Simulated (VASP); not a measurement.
Method: PBE GGA, VASP's PBE PAW potentials (set 64) (plane waves; VASP 6.6.1).

A VASP calculation is set up with these files.

### INCAR
```
SYSTEM = Li2O
PREC = Accurate
ENCUT = 800
EDIFF = 1E-6
NELM = 100
ALGO = Normal
LREAL = .FALSE.
LASPH = .TRUE.
ISMEAR = 0
SIGMA = 0.05
GGA = PE
LWAVE = .FALSE.
LCHARG = .FALSE.
ISIF = 2
```

**KPOINTS**
```
K-points
0
gamma
 7 7 7
```

### POSCAR
```
Li2O
1
    0.0000000000     2.3233710000     2.3506730000
    2.3453890000     0.0000000000     2.3506730000
    2.3453890000     2.3233710000     0.0000000000
Li O
2 1
Direct
  0.2500000000   0.2500000000   0.2500000000
  0.7500000000   0.7500000000   0.7500000000
 -0.0073980000   0.0073980000   0.0073980000
```

POTCAR, in this order: Li_sv O_h (PBE.64 set). Program: vasp_std.

Output of the run:

File OUTCAR:
```
 ion  position               nearest neighbor table
   1  0.250  0.250  0.250-   3 2.01   3 2.01   3 2.05   3 2.05   2 2.32   2 2.32   2 2.35   2 2.35
                             2 2.35   2 2.35
   2  0.750  0.750  0.750-   3 2.01   3 2.01   3 2.05   3 2.05   1 2.32   1 2.32   1 2.35   1 2.35
                             1 2.35   1 2.35
   3  0.993  0.007  0.007-   2 2.01   2 2.01   1 2.01   1 2.01   2 2.05   1 2.05   1 2.05   2 2.05
  LATTYP: Found a face centered orthorhombic cell.
 ALAT       =     4.6467420000
 B/A-ratio  =     1.0094767474
 C/A-ratio  =     1.0117510290
 Subroutine PRICEL returns:
 Original cell was already a primitive cell.
 Subroutine GETGRP returns: Found  4 space group operations
The static configuration has the point symmetry C_2v.
The dynamic configuration has the point symmetry C_2v.
 Subroutine INISYM returns: Found  4 space group operations
 Subroutine IBZKPT returns following result:
 Found     64 irreducible k-points:

 Following reciprocal coordinates:
            Coordinates               Weight
  0.000000  0.000000  0.000000      1.000000
  0.142857 -0.000000  0.000000      8.000000
  0.285714  0.000000  0.000000      8.000000
  0.428571  0.000000  0.000000      8.000000
...
```

### OSZICAR
```
       N       E                     dE             d eps       ncg     rms          rms(c)
DAV:   1     0.693398314014E+02    0.69340E+02   -0.77648E+03  1280   0.174E+03
DAV:   2    -0.975676253965E+01   -0.79097E+02   -0.75542E+02  1830   0.287E+02
DAV:   3    -0.156791714412E+02   -0.59224E+01   -0.58993E+01  1542   0.823E+01
DAV:   4    -0.160882224819E+02   -0.40905E+00   -0.40842E+00  2126   0.153E+01
DAV:   5    -0.160908758856E+02   -0.26534E-02   -0.26532E-02  1570   0.150E+00    0.761E+00
DAV:   6    -0.143825623934E+02    0.17083E+01   -0.96576E+00  1348   0.190E+01    0.302E+00
DAV:   7    -0.143479096534E+02    0.34653E-01   -0.29363E-01  1564   0.495E+00    0.151E+00
DAV:   8    -0.143462699390E+02    0.16397E-02   -0.78108E-02  1532   0.378E+00    0.444E-01
DAV:   9    -0.143446484503E+02    0.16215E-02   -0.95936E-03  1742   0.936E-01    0.128E-01
DAV:  10    -0.143452870063E+02   -0.63856E-03   -0.11747E-03  1420   0.317E-01    0.658E-02
DAV:  11    -0.143452581370E+02    0.28869E-04   -0.71052E-05  1712   0.118E-01    0.134E-02
DAV:  12    -0.143452605291E+02   -0.23921E-05   -0.78877E-06  1542   0.271E-02    0.176E-03
DAV:  13    -0.143452608082E+02   -0.27905E-06   -0.58193E-07  1612   0.694E-03
   1 F= -.14345261E+02 E0= -.14345261E+02  d E =-.175016E-17
```

File OUTCAR:
```
------------------------ aborting loop because EDIFF is reached ----------------------------------------
  FORCE on cell =-STRESS in cart. coord.  units (eV):
  Direction    XX          YY          ZZ          XY          YZ          ZX
  --------------------------------------------------------------------------------------
  Total       -0.8489513     -0.5780265     -0.9079884      0.0000000      0.0000000      0.0000000
  in kB      -53.0930543    -36.1495317    -56.7852104      0.0000000      0.0000000      0.0000000
  external PRESSURE =     -48.6759321 kB  Pullay stress =       0.0000000 kB
  volume of cell :       25.62
      direct lattice vectors                 reciprocal lattice vectors
     0.000000000  2.323371000  2.350673000    -0.213184252  0.215204545  0.212705042
     2.345389000  0.000000000  2.350673000     0.213184252 -0.215204545  0.212705042
     2.345389000  2.323371000  0.000000000     0.213184252  0.215204545 -0.212705042
 POSITION                                       TOTAL-FORCE (eV/Angst)
 -----------------------------------------------------------------------------------
      1.17269      1.16169      1.17534         0.076692      0.000000     -0.000000
      3.51808      3.48506      3.52601         0.076692      0.000000      0.000000
      0.03470      2.32337      2.35067        -0.153383      0.000000      0.000000
 -----------------------------------------------------------------------------------
    total drift:                                0.000182     -0.000006     -0.000006
  FREE ENERGIE OF THE ION-ELECTRON SYSTEM (eV)
  ---------------------------------------------------
  free  energy   TOTEN  =       -14.3452608082 eV

  energy  without entropy=      -14.3452608082  energy(sigma->0) =      -14.34526081
```
(Selected blocks of OUTCAR.)

**OUTCAR**
```
 val. band max:        1.4529782661   @ k =   0.0000   0.0000   0.0000

 cond. band min:       6.4169345596   @ k =   0.0000   0.0000   0.0000


 Fermi energy:         1.7335347305

 k-point     1 :       0.0000    0.0000    0.0000
  band No.  band energies     occupation
      1     -41.6246      2.00000
      2     -41.3333      2.00000
      3     -13.9590      2.00000
      4       1.4180      2.00000
      5       1.4289      2.00000
      6       1.4530      2.00000
      7       6.4169      0.00000
      8      13.0909      0.00000
      9      13.1750      0.00000
     10      13.2001      0.00000

 k-point     2 :       0.1429   -0.0000    0.0000
  band No.  band energies     occupation
      1     -41.6081      2.00000
      2     -41.3458      2.00000
      3     -13.9207      2.00000
      4       0.8038      2.00000
      5       1.3341      2.00000
      6       1.3602      2.00000
      7       6.9569      0.00000
      8      13.1021      0.00000
      9      13.4025      0.00000
     10      13.4486      0.00000

 k-point     3 :       0.2857    0.0000    0.0000
  band No.  band energies     occupation
      1     -41.5629      2.00000
      2     -41.3818      2.00000
      3     -13.8294      2.00000
      4      -0.3523      2.00000
      5       1.1437      2.00000
      6       1.1837      2.00000
      7       8.1891      0.00000
      8      12.6647      0.00000
      9      13.5673      0.00000
     10      13.6387      0.00000

 k-point     4 :       0.4286    0.0000    0.0000
  band No.  band energies     occupation
      1     -41.5009      2.00000
      2     -41.4364      2.00000
      3     -13.7505      2.00000
      4      -1.1351      2.00000
      5       1.0037      2.00000
      6       1.0536      2.00000
      7       9.7531      0.00000
      8      11.4635      0.00000
      9      13.2729      0.00000
     10      13.4114      0.00000

 k-point     5 :       0.1429    0.1429    0.0000
...
```

The compound is Li2O in the antifluorite structure. The cell was not relaxed at this level, atoms are displaced from their ideal sites. The run is one of a series of settings (ENCUT = 800, POTCAR Li_sv O_h (PBE.64 set) against the base run), some of them coarse on purpose.
